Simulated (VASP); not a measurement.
The system is LiCl.

```
CELL_PARAMETERS angstrom
0.00000 2.56477 2.56477
2.56477 0.00000 2.56477
2.56477 2.56477 0.00000
ATOMIC_POSITIONS crystal
Cl 0.50000 0.50000 0.50000
Li 0.00000 0.00000 0.00000
```

Base run:

```yaml
Program: VASP 6.6.1
Functional: PBE0
Potentials_or_basis: VASP PAW PBE potentials, release 64 (Cl, Li_sv)
Cutoff: 520 eV
k_mesh: 6 × 6 × 6
Occupations: gaussian, width 0.02 eV
Spin: no spin polarisation
```

Its results: band gap on the k mesh 8.45 eV, direct.

Question: The run is repeated on the same cell with these changes: functional from PBE0 to HSE06. What comes out?

Answer: Band gap on the k mesh 7.75 eV, direct.
